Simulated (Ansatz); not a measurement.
Corundum Al2O3 at its r2SCAN geometry, run in Ansatz at 3 levels of theory. (Simulation; spin polarisation is off.)

The HSE06 input:
```yaml
crystal:
  lattice:
    - [2.3793614134, 1.3737249525, 4.3315939879]
    - [-2.3793614134, 1.3737249525, 4.3315939879]
    - [0.0, -2.7474499051, 4.3315939879]
  atoms:
    - { symbol: Al, position: [0.8519115234, 0.8519115234, 0.8519115234] }
    - { symbol: Al, position: [0.3519115234, 0.3519115234, 0.3519115234] }
    - { symbol: Al, position: [0.1480884766, 0.1480884766, 0.1480884766] }
    - { symbol: Al, position: [0.6480884766, 0.6480884766, 0.6480884766] }
    - { symbol: O, position: [0.4436339008, 0.0563660992, 0.75] }
    - { symbol: O, position: [0.0563660992, 0.75, 0.4436339008] }
    - { symbol: O, position: [0.5563660992, 0.9436339008, 0.25] }
    - { symbol: O, position: [0.25, 0.5563660992, 0.9436339008] }
    - { symbol: O, position: [0.9436339008, 0.25, 0.5563660992] }
    - { symbol: O, position: [0.75, 0.4436339008, 0.0563660992] }
kpoints:
  mp_grid: { grid: [4, 4, 4] }
  band_path:
    path:
      - [0.0, 0.0, 0.0]
      - [0.5, 0.5, 0.5]
      - [0.7662811644, 0.2337188356, 0.5]
      - [0.5, -0.2337188356, 0.2337188356]
      - [0.5, 0.0, 0.0]
      - [0.3668594178, -0.3668594178, 0.0]
      - [0.6331405822, 0.0, 0.3668594178]
      - [0.5, 0.0, 0.5]
    npoints: 1
hamiltonian:
  xc: hse06
scf:
  occupations: { method: fixed }
  n_extra_bands: 6
output:
  forces: true
  stress: true
  eigenvalues: true
```

Main results, then, where recorded, the levels near the gap in eV from the Fermi energy (columns number the bands from 0), one row a point of the path (Γ, T, H₂, H₀, L, S₀, S₂, F):
```
Crystal: 10 atoms, lattice volume = 84.949 Å³
Symmetry: 12 space group operations
Space group: R-3c (ITA 167)
```
```
Basis set: ecut = 420 eV, 1653 PW (Γ)
k-points: 13 of 64
SCF 1 stopped early in 2 iterations: F = -5569.552106 eV  dr2 = 1.10e-4
Exchange kernel: α = 0.2500, screened, ω = 0.2079 Å⁻¹, Wigner–Seitz truncation, v(0) = 1043.4206 eV·Å³, q-mesh 4×4×4
SCF 2 stopped early in 7 iterations: F = -5570.994980 eV  dr2 = 2.56e-7
hybrid outer 1: dexx = +1.640e-2 eV, tail = 2.03e-5 eV
SCF 3 converged in 4 iterations: F = -5570.995078 eV  dr2 = 1.67e-9
hybrid outer 2: dexx = +1.892e-7 eV, tail = 7.93e-9 eV, Δε = 1.09e-3 eV, ΔF = 2.42e-3 eV/Å
Free energy (F): -5570.995078 eV
Fermi energy:    6.470035 eV
--- Forces (eV/Å), atoms counted from 1 ---
  atom   1  Al      0.00000      0.00000    -0.01754
  atom   2  Al      0.00000      0.00000    -0.01754
  atom   3  Al      0.00000      0.00000      0.01754
  atom   4  Al      0.00000      0.00000      0.01754
  atom   5  O       0.02641      0.00000      0.00000
  atom   6  O     -0.01320    -0.02287      0.00000
  atom   7  O     -0.02641      0.00000      0.00000
  atom   8  O       0.01320    -0.02287      0.00000
  atom   9  O       0.01320      0.02287      0.00000
  atom  10  O     -0.01320      0.02287      0.00000
--- Stress (GPa, compression-positive) ---
       -1.002861       0.000000       0.000000
        0.000000      -1.002861       0.000000
        0.000000       0.000000      -0.959828
  P = ⅓ Tr σ = -0.9885 GPa (-9.885 kbar)
```
```tsv
band_21	band_22	band_23	band_24	band_25	band_26
-0.048	-0.048	0.000	8.106	11.069	12.891
-0.422	-0.422	-0.422	10.649	10.649	13.125
-0.927	-0.580	-0.580	11.714	11.714	12.168
-0.927	-0.580	-0.580	11.714	11.714	12.168
-1.017	-0.327	-0.327	11.470	11.470	11.681
-0.935	-0.642	-0.341	11.537	11.541	11.739
-0.935	-0.642	-0.341	11.537	11.541	11.739
-0.970	-0.811	-0.311	11.529	11.787	11.979
```

With HSE06 the gap is 8.11 eV and direct, at Γ.

Q: Another run on the same cell gave
```
Basis set: ecut = 420 eV, 1653 PW (Γ)
k-points: 13 of 64
SCF 1 stopped early in 2 iterations: F = -5569.559171 eV  dr2 = 1.13e-4
SCF 2 stopped early in 7 iterations: F = -5572.907562 eV  dr2 = 1.30e-6
hybrid outer 1: dexx = +3.840e-2 eV, tail = 5.91e-5 eV
SCF 3 converged in 5 iterations: F = -5572.907928 eV  dr2 = 1.40e-10
hybrid outer 2: dexx = +9.638e-7 eV, tail = 2.25e-8 eV, Δε = 2.67e-3 eV, ΔF = 4.76e-3 eV/Å
Free energy (F): -5572.907928 eV
Fermi energy:    5.671596 eV
--- Forces (eV/Å), atoms counted from 1 ---
  atom   1  Al      0.00000      0.00000    -0.01226
  atom   2  Al      0.00000      0.00000    -0.01226
  atom   3  Al      0.00000      0.00000      0.01226
  atom   4  Al      0.00000      0.00000      0.01226
  atom   5  O       0.03186      0.00000      0.00000
  atom   6  O     -0.01593    -0.02759      0.00000
  atom   7  O     -0.03186      0.00000      0.00000
  atom   8  O       0.01593    -0.02759      0.00000
  atom   9  O       0.01593      0.02759      0.00000
  atom  10  O     -0.01593      0.02759      0.00000
--- Stress (GPa, compression-positive) ---
       -2.958227       0.000000       0.000000
        0.000000      -2.958227       0.000000
        0.000000       0.000000      -2.792143
  P = ⅓ Tr σ = -2.9029 GPa (-29.029 kbar)
```
```tsv
band_21	band_22	band_23	band_24	band_25	band_26
-0.051	-0.051	0.000	9.488	12.475	14.369
-0.438	-0.438	-0.438	12.068	12.068	14.550
-0.955	-0.606	-0.606	13.142	13.142	13.600
-0.955	-0.606	-0.606	13.142	13.142	13.600
-1.054	-0.346	-0.346	12.889	12.889	13.130
-0.959	-0.670	-0.362	12.965	12.975	13.156
-0.959	-0.670	-0.362	12.965	12.975	13.156
-0.996	-0.833	-0.331	12.925	13.239	13.414
```
Which level of theory gave it?

A: It is DDH-PBE0, judged by the exchange loop and the size of the gap (a near hybrid could fit too), on 4×4×4; the blocks that differ from the first input, but for the band path:
```yaml
crystal:
  # lattice and atoms as above
  host: atoms
hamiltonian:
  xc:
    exchange: pbe
    correlation: pbe
    exx: { coeff: inverse_dielectric }
```
With DDH-PBE0 the gap is 9.49 eV and direct, at Γ. The mean pressure at these positions is -2.9 GPa, compression counted positive. (The program warns that its thresholds are loose for a hybrid's stress.)

PBE0. Against the first input these blocks differ (the band path and keys that only write files left aside):
```yaml
hamiltonian:
  xc: pbe0
```

```
Basis set: ecut = 420 eV, 1653 PW (Γ)
k-points: 13 of 64
SCF 1 stopped early in 2 iterations: F = -5569.558023 eV  dr2 = 1.10e-4
SCF 2 stopped early in 6 iterations: F = -5572.224069 eV  dr2 = 3.55e-6
hybrid outer 1: dexx = +2.068e-2 eV, tail = 3.19e-5 eV
SCF 3 converged in 5 iterations: F = -5572.224282 eV  dr2 = 9.12e-10
hybrid outer 2: dexx = +4.861e-7 eV, tail = 8.47e-9 eV, Δε = 1.99e-3 eV, ΔF = 2.74e-3 eV/Å
Free energy (F): -5572.224282 eV
Fermi energy:    6.074583 eV
--- Forces (eV/Å), atoms counted from 1 ---
  atom   1  Al      0.00000      0.00000    -0.00479
  atom   2  Al      0.00000      0.00000    -0.00479
  atom   3  Al      0.00000      0.00000      0.00479
  atom   4  Al      0.00000      0.00000      0.00479
  atom   5  O       0.02205      0.00000      0.00000
  atom   6  O     -0.01103    -0.01910      0.00000
  atom   7  O     -0.02205      0.00000      0.00000
  atom   8  O       0.01103    -0.01910      0.00000
  atom   9  O       0.01103      0.01910      0.00000
  atom  10  O     -0.01103      0.01910      0.00000
--- Stress (GPa, compression-positive) ---
       -0.990011       0.000000       0.000000
        0.000000      -0.990011       0.000000
        0.000000       0.000000      -0.947777
  P = ⅓ Tr σ = -0.9759 GPa (-9.759 kbar)
```
```tsv
band_21	band_22	band_23	band_24	band_25	band_26
-0.048	-0.048	0.000	8.857	11.836	13.679
-0.425	-0.425	-0.425	11.417	11.417	13.895
-0.934	-0.586	-0.586	12.487	12.487	12.940
-0.934	-0.586	-0.586	12.487	12.487	12.940
-1.025	-0.332	-0.332	12.238	12.238	12.460
-0.940	-0.649	-0.346	12.311	12.312	12.507
-0.940	-0.649	-0.346	12.311	12.312	12.507
-0.979	-0.817	-0.316	12.296	12.566	12.751
```

PBE0 gives a direct gap of 8.86 eV at Γ. With the atoms held, the mean pressure is -1.0 GPa (compression positive). The stress of a hybrid is loosely converged here.

Totals of different functionals can't be compared.

The meshes of the hybrids are coarse, so their gaps aren't converged to the digits shown.
